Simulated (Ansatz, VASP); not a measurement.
**One calculation of NaCl, two programs**

```
Na Cl
1.0
     2.86000    0.00000    0.00000
     0.00000    2.86000    0.00000
     0.00000    0.00000    2.88860
Na Cl
1 1
Cartesian
  0.0000 0.0000 0.0000
  1.4300 1.4300 1.4443
```

Change from the starting cell: zz strain of +1 %.

Alike in both runs: task single point; functional PBEsol; k mesh 9 × 9 × 9; occupations fermi-dirac, width 0.03 eV; no spin polarisation.

|  | VASP | Ansatz |
| --- | --- | --- |
| version | VASP 6.6.1 | Ansatz 0.2.0 |
| potentials or method | VASP PAW PBE potentials, release 64 (Na_pv, Cl), cutoff 520 eV | all-electron LAPW, scalar-relativistic |

|  | VASP | Ansatz | Ansatz less VASP |
| --- | --- | --- | --- |
| gap on the k mesh at the Fermi level (eV) | 4.54 | 4.49 | -0.054 |
| pressure (GPa) | 57.6 | 57.1 | -0.58 |
| largest component of the traceless stress (GPa) | 1.64 | 1.65 | +0.007 |

Ansatz ran all-electron here, so the differences hold the error of VASP's frozen core and of both bases.

Caveats: so large a pressure means that the cell lies far from this level's equilibrium, or that cutoff or potentials fall short (VASP); the potentials were made for another functional, which shifts forces and pressure (VASP); an odd mesh through Γ misses points on the zone boundary, where band edges often lie.
